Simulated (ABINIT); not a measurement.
# C (Fd-3m) in ABINIT: further runs

Aim: see how the results for C move with the level of theory and the settings. Levels: PBE, HSE06. Tasks: single point.

Everything below comes from runs of ABINIT 10.8.3 (patched build). Logs are shortened: lines on timing, memory, paths and dates and some standing lists are left out, and cuts for length are marked. The log counts tension as positive stress, the text compression.

### 1 The crystal as given

It takes space group Fd-3m (No. 227, cubic). The conventional cell has a = 3.567 Å, b = 3.567 Å, c = 3.567 Å, α = 90.00°, β = 90.00°, γ = 90.00°. Around C (site symmetry -43m) lie 4 C at 1.54 Å.

This isn't the form of C at room conditions, which is graphite.

### 2 Single point, PBE

File run.abi:

```
# Pseudopotentials
pp_dirpath "./"
pseudos "C_ONCV_PBE-1.2.upf"

# Structure
acell 2.5220660407 2.5220660407 2.5220660407 Angstrom
rprim
     0.0000000000     0.7071067812     0.7071067812
     0.7071067812     0.0000000000     0.7071067812
     0.7071067812     0.7071067812     0.0000000000
ntypat 1
znucl 6
natom 2
typat 1 1
xred
     0.7500000000     0.7500000000     0.7500000000
     0.5000000000     0.5000000000     0.5000000000

# Plane-wave basis
ecut 30.0

# k points
kptopt 1
ngkpt 8 8 8
nshiftk 1
shiftk 0.0 0.0 0.0

# Exchange and correlation
ixc 11

# Bands and occupations
nband 6
occopt 1

# SCF cycle
nstep 100
tolvrs 1.0e-10
diemac 6.0

# Output
iomode 3
prtwf 0
prtden 0
prteig 0
prtebands 0
```

Potentials or basis: SG15 NC PBE v1.2.

On the command line:

```sh
$ mpirun --bind-to none -np 8 abinit run.abi > log 2>&1
```

run.abo:

```text
.Version 10.8.3 of ABINIT
 Symmetries : space group Fd -3 m (#227); Bravais cF (face-center cubic)
================================================================================
 Values of the parameters that define the memory need of the present run
     intxc =       0    ionmov =       0      iscf =       7    lmnmax =       4
     lnmax =       4     mgfft =      24  mpssoang =       2    mqgrid =    3001
     natom =       2  nloc_mem =       1    nspden =       1   nspinor =       1
    nsppol =       1      nsym =      48    n1xccc =       0    ntypat =       1
    occopt =       1   xclevel =       2
       mpw =         608          nfft =       13824          nkpt =          29
================================================================================
================================================================================

--------------------------------------------------------------------------------
------------- Echo of variables that govern the present computation ------------
--------------------------------------------------------------------------------
 -outvars: echo values of preprocessed input variables --------
            acell      4.7660140884E+00  4.7660140884E+00  4.7660140884E+00 Bohr
              amu      1.20110000E+01
           diemac      6.00000000E+00
             ecut      3.00000000E+01 Hartree
              ixc          11
         kptrlatt        8    0    0      0    8    0      0    0    8
          kptrlen      3.81281127E+01
            natom           2
            nband           6
            ngfft          24      24      24
             nkpt          29
            nstep         100
             nsym          48
           ntypat           1
           prtden           0
        prtebands           0
           prteig           0
            prtwf           0
            rprim      0.0000000000E+00  7.0710678120E-01  7.0710678120E-01
                       7.0710678120E-01  0.0000000000E+00  7.0710678120E-01
                       7.0710678120E-01  7.0710678120E-01  0.0000000000E+00
          spgroup         227
           tolvrs      1.00000000E-10
            typat      1  1
           xangst      2.6750550000E+00  2.6750550000E+00  2.6750550000E+00
                       1.7833700000E+00  1.7833700000E+00  1.7833700000E+00
            xcart      5.0551213218E+00  5.0551213218E+00  5.0551213218E+00
                       3.3700808812E+00  3.3700808812E+00  3.3700808812E+00
             xred      7.5000000000E-01  7.5000000000E-01  7.5000000000E-01
                       5.0000000000E-01  5.0000000000E-01  5.0000000000E-01
            znucl        6.00000

================================================================================

 chkinp: Checking input parameters for consistency.

[... 77 lines left out ...]
- [  5.0000E-01,   5.0000E-01,   5.0000E-01,  C]
cartesian_forces: # hartree/bohr
- [ -0.00000000E+00,  -0.00000000E+00,  -0.00000000E+00, ]
- [ -0.00000000E+00,  -0.00000000E+00,  -0.00000000E+00, ]
force_length_stats: {min:   0.00000000E+00, max:   0.00000000E+00, mean:   0.00000000E+00, }
...

 Integrated electronic density in atomic spheres:
 ------------------------------------------------
 Atom  Sphere_radius  Integrated_density
    1        2.00000          4.70104610
    2        2.00000          4.70104610
================================================================================

 ----iterations are completed or convergence reached----

 Mean square residual over all n,k,spin=   77.971E-07; max=  62.891E-05
 reduced coordinates (array xred) for    2 atoms
       0.750000000000      0.750000000000      0.750000000000
       0.500000000000      0.500000000000      0.500000000000
 rms dE/dt=  0.0000E+00; max dE/dt=  0.0000E+00; dE/dt below (all hartree)
    1       0.000000000000      0.000000000000      0.000000000000
    2       0.000000000000      0.000000000000      0.000000000000

 cartesian coordinates (angstrom) at end:
    1      2.67505500001981     2.67505500001981     2.67505500001981
    2      1.78337000001321     1.78337000001321     1.78337000001321

 cartesian forces (hartree/bohr) at end:
    1     -0.00000000000000    -0.00000000000000    -0.00000000000000
    2     -0.00000000000000    -0.00000000000000    -0.00000000000000
 frms,max,avg= 0.0000000E+00 0.0000000E+00   0.000E+00  0.000E+00  0.000E+00 h/b

 cartesian forces (eV/Angstrom) at end:
    1     -0.00000000000000    -0.00000000000000    -0.00000000000000
    2     -0.00000000000000    -0.00000000000000    -0.00000000000000
 frms,max,avg= 0.0000000E+00 0.0000000E+00   0.000E+00  0.000E+00  0.000E+00 e/A
 length scales=  4.766014088376  4.766014088376  4.766014088376 bohr
              =  2.522066040700  2.522066040700  2.522066040700 angstroms
 Fermi (or HOMO) energy (hartree) =   0.43003   Average Vxc (hartree)=  -0.48523
 Eigenvalues (hartree) for nkpt=  29  k points:
 kpt#   1, nband=  6, wtk=  0.00195, kpt=  0.0000  0.0000  0.0000 (reduced coord)
  -0.35787    0.43003    0.43003    0.43003    0.63612    0.63612
 prteigrs : prtvol=0 or 1, do not print more k-points.

--- !EnergyTerms
iteration_state     : {dtset: 1, }
comment             : Components of total free energy in Hartree
kinetic             :  8.42229908399490E+00
hartree             :  9.68795971129880E-01
xc                  : -3.55866499642518E+00
Ewald energy        : -1.27873442426047E+01
psp_core            :  4.74986625385642E-01
local_psp           : -5.16792037046238E+00
non_local_psp       :  2.56140053487696E-01
total_energy        : -1.13917078754941E+01
total_energy_eV     : -3.09984163001455E+02
band_energy         :  8.07561398761798E-01
...

 Cartesian components of stress tensor (hartree/bohr^3)
  sigma(1 1)=  1.55864892E-04  sigma(3 2)=  0.00000000E+00
  sigma(2 2)=  1.55864892E-04  sigma(3 1)=  0.00000000E+00
  sigma(3 3)=  1.55864892E-04  sigma(2 1)=  0.00000000E+00

-Cartesian components of stress tensor (GPa)         [Pressure= -4.5857E+00 GPa]
- sigma(1 1)=  4.58570345E+00  sigma(3 2)=  0.00000000E+00
- sigma(2 2)=  4.58570345E+00  sigma(3 1)=  0.00000000E+00
- sigma(3 3)=  4.58570345E+00  sigma(2 1)=  0.00000000E+00

== END DATASET(S) ==============================================================
================================================================================

 -outvars: echo values of variables after computation  --------
            acell      4.7660140884E+00  4.7660140884E+00  4.7660140884E+00 Bohr
           etotal     -1.1391707875E+01
            fcart     -0.0000000000E+00 -0.0000000000E+00 -0.0000000000E+00
                      -0.0000000000E+00 -0.0000000000E+00 -0.0000000000E+00
            rprim      0.0000000000E+00  7.0710678120E-01  7.0710678120E-01
                       7.0710678120E-01  0.0000000000E+00  7.0710678120E-01
                       7.0710678120E-01  7.0710678120E-01  0.0000000000E+00
           strten      1.5586489225E-04  1.5586489225E-04  1.5586489225E-04
                       0.0000000000E+00  0.0000000000E+00  0.0000000000E+00
           xangst      2.6750550000E+00  2.6750550000E+00  2.6750550000E+00
                       1.7833700000E+00  1.7833700000E+00  1.7833700000E+00
             xred      7.5000000000E-01  7.5000000000E-01  7.5000000000E-01
                       5.0000000000E-01  5.0000000000E-01  5.0000000000E-01
 Calculation completed.
```

It took 0.68 s on 8 MPI ranks of Arm Neoverse V2, shared host; peak memory 0.48 GiB.

What came out:

```
Free energy                                       : -309.9842 eV
Band gap on the k mesh                            : 4.18 eV, indirect (least direct gap 5.61 eV)
All electrons inside the program's atomic spheres : C 4.70 (radii [1.0584] Å)
```

Caveat: the cutoff is too short for stress, so the log's stress isn't used. Expect the measured gap to be larger: semilocal functionals such as PBE lack the derivative discontinuity.

### 3 Single point, HSE06

Edit run.abi of step 2 so:

```diff
@@ -28,3 +28,3 @@
 # Exchange and correlation
-ixc 11
+ixc -428
 
@@ -35,5 +35,5 @@
 # SCF cycle
-nstep 100
-tolvrs 1.0e-10
+nstep 60
 diemac 6.0
+toldfe 1.0e-7
```

Potentials or basis: SG15 NC PBE v1.2.

On the command line:

```sh
$ mpirun --bind-to none -np 8 abinit run.abi > log 2>&1
```

It took 7.4 min on 8 MPI ranks of Arm Neoverse V2, shared host; peak memory 0.64 GiB.

Results (log left out):

| Item | Value |
| --- | --- |
| Free energy | -309.8842 eV |
| Band gap on the k mesh | 5.37 eV, indirect (least direct gap 7.00 eV) |
| All electrons inside the program's atomic spheres | C 4.71 (radii [1.0584] Å) |

Levels at points of the mesh, in eV from the valence-band top:
```
           k point  band 1  band 2  band 3  band 4  band 5  band 6
(0.00, 0.00, 0.00)  -23.50    0.00    0.00    0.00    7.00    7.00
(0.50, 0.00, 0.00)  -17.31  -14.57   -3.06   -3.06   10.06   10.12
(0.50, 0.50, 0.00)  -14.06  -14.06   -6.85   -6.85    6.02    6.02
```

Caveat: the cutoff is too short for stress, so the log's stress isn't used; Libxc's HSE differs a little from that of other programs; the potentials were made for another functional, which shifts forces and pressure. A k mesh can miss the band edges.

### 4 Single point, PBE

File run.abi:

```
# Pseudopotentials
pp_dirpath "./"
pseudos "C.upf"

# Structure
acell 3*1.0
rprim
     0.0000000000     3.3700808789     3.3700808789
     3.3700808789     0.0000000000     3.3700808789
     3.3700808789     3.3700808789     0.0000000000
ntypat 1
znucl 6
natom 2
typat 1 1
xred
     0.7500000000     0.7500000000     0.7500000000
     0.5000000000     0.5000000000     0.5000000000

# Plane-wave basis
ecut 31.0

# k points
kptopt 1
ngkpt 10 10 10
nshiftk 1
shiftk 0.0 0.0 0.0

# Exchange and correlation
ixc 11

# Bands and occupations
nband 8
occopt 3
tsmear 0.00183747

# SCF cycle
nstep 100
tolvrs 1.0e-10

# Output
iomode 3
prtwf 0
prtden 0
prteig 0
prtebands 0
enunit 2
```

Potentials or basis: PseudoDojo NC SR PBE v0.4.1 standard.

On the command line:

```sh
$ mpirun --bind-to none -np 4 abinit run.abi > log 2>&1
```

run.abo:

```text
.Version 10.8.3 of ABINIT
 Symmetries : space group Fd -3 m (#227); Bravais cF (face-center cubic)
================================================================================
 Values of the parameters that define the memory need of the present run
     intxc =       0    ionmov =       0      iscf =       7    lmnmax =       4
     lnmax =       4     mgfft =      24  mpssoang =       2    mqgrid =    3001
     natom =       2  nloc_mem =       1    nspden =       1   nspinor =       1
    nsppol =       1      nsym =      48    n1xccc =    2501    ntypat =       1
    occopt =       3   xclevel =       2
       mpw =         642          nfft =       13824          nkpt =          47
================================================================================
================================================================================

--------------------------------------------------------------------------------
------------- Echo of variables that govern the present computation ------------
--------------------------------------------------------------------------------
 -outvars: echo values of preprocessed input variables --------
            acell      1.0000000000E+00  1.0000000000E+00  1.0000000000E+00 Bohr
              amu      1.20110000E+01
             ecut      3.10000000E+01 Hartree
           enunit           2
              ixc          11
         kptrlatt       10    0    0      0   10    0      0    0   10
          kptrlen      4.76601409E+01
            natom           2
            nband           8
            ngfft          24      24      24
             nkpt          47
            nstep         100
             nsym          48
           ntypat           1
           occopt           3
           prtden           0
        prtebands           0
           prteig           0
            prtwf           0
            rprim      0.0000000000E+00  3.3700808789E+00  3.3700808789E+00
                       3.3700808789E+00  0.0000000000E+00  3.3700808789E+00
                       3.3700808789E+00  3.3700808789E+00  0.0000000000E+00
          spgroup         227
           tolvrs      1.00000000E-10
           tsmear      1.83747000E-03 Hartree
            typat      1  1
[... 115 lines left out ...]
    1      2.67505499820596     2.67505499820596     2.67505499820596
    2      1.78336999880397     1.78336999880397     1.78336999880397

 cartesian forces (hartree/bohr) at end:
    1     -0.00000000000000    -0.00000000000000     0.00000000000000
    2      0.00000000000000     0.00000000000000    -0.00000000000000
 frms,max,avg= 3.4113181E-29 4.9936584E-29   0.000E+00  0.000E+00  0.000E+00 h/b

 cartesian forces (eV/Angstrom) at end:
    1     -0.00000000000000    -0.00000000000000     0.00000000000000
    2      0.00000000000000     0.00000000000000    -0.00000000000000
 frms,max,avg= 1.7541703E-27 2.5678424E-27   0.000E+00  0.000E+00  0.000E+00 e/A
 length scales=  1.000000000000  1.000000000000  1.000000000000 bohr
              =  0.529177210544  0.529177210544  0.529177210544 angstroms
 Fermi (or HOMO) energy (hartree) =   0.48270   Average Vxc (hartree)=  -0.49372
 Eigenvalues (hartree) for nkpt=  47  k points:
 kpt#   1, nband=  8, wtk=  0.00100, kpt=  0.0000  0.0000  0.0000 (reduced coord)
  -0.41148    0.37859    0.37859    0.37859    0.58565    0.58565    0.58565    0.86787
      occupation numbers for kpt#   1
   2.00000    2.00000    2.00000    2.00000    0.00000    0.00000    0.00000    0.00000
 prteigrs : prtvol=0 or 1, do not print more k-points.

 Fermi (or HOMO) energy (eV) =  13.13507   Average Vxc (eV)= -13.43478
 Eigenvalues (   eV  ) for nkpt=  47  k points:
 kpt#   1, nband=  8, wtk=  0.00100, kpt=  0.0000  0.0000  0.0000 (reduced coord)
 -11.19702   10.30206   10.30206   10.30206   15.93640   15.93640   15.93640   23.61587
 prteigrs : prtvol=0 or 1, do not print more k-points.

--- !EnergyTerms
iteration_state     : {dtset: 1, }
comment             : Components of total free energy in Hartree
kinetic             :  8.45973074323106E+00
hartree             :  9.64972982158844E-01
xc                  : -4.33908677622691E+00
Ewald energy        : -1.27873442512753E+01
psp_core            :  9.01561744890858E-01
local_psp           : -4.67827441593518E+00
non_local_psp       : -5.56561463818832E-01
internal            : -1.20350014369754E+01
'-kT*entropy'       : -1.13596874813433E-18
total_energy        : -1.20350014369754E+01
total_energy_eV     : -3.27489072572475E+02
band_energy         :  3.85598503639126E-01
...

 Cartesian components of stress tensor (hartree/bohr^3)
  sigma(1 1)=  1.37780924E-04  sigma(3 2)=  0.00000000E+00
  sigma(2 2)=  1.37780924E-04  sigma(3 1)=  0.00000000E+00
  sigma(3 3)=  1.37780924E-04  sigma(2 1)=  0.00000000E+00

-Cartesian components of stress tensor (GPa)         [Pressure= -4.0537E+00 GPa]
- sigma(1 1)=  4.05365474E+00  sigma(3 2)=  0.00000000E+00
- sigma(2 2)=  4.05365474E+00  sigma(3 1)=  0.00000000E+00
- sigma(3 3)=  4.05365474E+00  sigma(2 1)=  0.00000000E+00

== END DATASET(S) ==============================================================
================================================================================

 -outvars: echo values of variables after computation  --------
            acell      1.0000000000E+00  1.0000000000E+00  1.0000000000E+00 Bohr
           etotal     -1.2035001437E+01
            fcart     -2.9961950320E-29 -9.9873167734E-30  4.9936583867E-29
                       2.9961950320E-29  9.9873167734E-30 -4.9936583867E-29
            rprim      0.0000000000E+00  3.3700808789E+00  3.3700808789E+00
                       3.3700808789E+00  0.0000000000E+00  3.3700808789E+00
                       3.3700808789E+00  3.3700808789E+00  0.0000000000E+00
           strten      1.3778092424E-04  1.3778092424E-04  1.3778092424E-04
                       0.0000000000E+00  0.0000000000E+00  0.0000000000E+00
           xangst      2.6750549982E+00  2.6750549982E+00  2.6750549982E+00
                       1.7833699988E+00  1.7833699988E+00  1.7833699988E+00
             xred      7.5000000000E-01  7.5000000000E-01  7.5000000000E-01
                       5.0000000000E-01  5.0000000000E-01  5.0000000000E-01
 Calculation completed.
```

Run time: 1.9 s. Hardware: 4 MPI ranks of Arm Neoverse V1, shared host; peak memory 0.24 GiB.

What came out:

| Item | Value |
| --- | --- |
| Free energy | -327.4891 eV |
| Band gap on the k mesh | 4.22 eV, indirect (least direct gap 5.63 eV) |
| All electrons inside the program's atomic spheres | C 4.70 (radii [1.0584] Å) |

Caveat: the cutoff is too short for stress, so the log's stress isn't used. A k mesh can miss the band edges.

### 5 Summary

| level | potentials or basis | k mesh | cutoff (eV) | smearing | most SCF steps | gap on the mesh (eV) |
| --- | --- | --- | --- | --- | --- | --- |
| PBE | SG15 NC PBE v1.2 | 8 × 8 × 8 | 816 | fixed | - | 4.18 |
| HSE06 | SG15 NC PBE v1.2 | 8 × 8 × 8 | 816 | fixed | 60 | 5.37 |
| PBE | PseudoDojo NC SR PBE v0.4.1 standard | 10 × 10 × 10 | 844 | fermi-dirac 0.05 eV | - | 4.22 |

Alike in all rows: task single point; no spin polarisation; cell as given.

Caveats: Libxc's HSE differs a little from that of other programs (some runs); the potentials were made for another functional, which shifts forces and pressure (some runs).

Absolute energies hang on the potentials; compare differences alone.
